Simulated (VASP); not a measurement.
GaSb: band structure with HSE06

Crystal: GaSb.

```
Ga Sb
1.0
     0.00000    3.05740    3.05740
     3.05740    0.00000    3.05740
     3.05740    3.05740    0.00000
Ga Sb
1 1
Cartesian
  0.0000 0.0000 0.0000
  1.5287 1.5287 1.5287
```

The cell was built by a generator and needn't be a form met in nature.

- Program: VASP 6.6.1
- Task: band structure
- Functional: HSE06
- Potentials or basis: VASP PAW PBE potentials, release 64 (Ga_d, Sb)
- Cutoff: 520 eV
- k mesh: 4 × 4 × 4
- Occupations: gaussian, width 0.03 eV
- Spin: spin-orbit coupling, no magnetisation
- Grid for exact exchange (PRECFOCK): Fast
- Screening parameter: 0.2 1/A
- Further INCAR settings: ALGO = Normal; EDIFF = 1e-07; NBANDS = 32

- Pressure: 0.4 GPa
- Valence electrons inside the program's atomic spheres: Ga 11.60; Sb 2.74

Wall time 9.5 min on 8 MPI ranks on Intel(R) Xeon(R) 6975P-C (Granite Rapids), on a shared host, peak memory 0.42 GiB a rank.

Caveat: the k mesh is coarse (spacing up to 0.44 Å⁻¹), so the values aren't converged, least of all with exact exchange; the PAW data sets were made with another functional, which shifts forces and pressure a little.
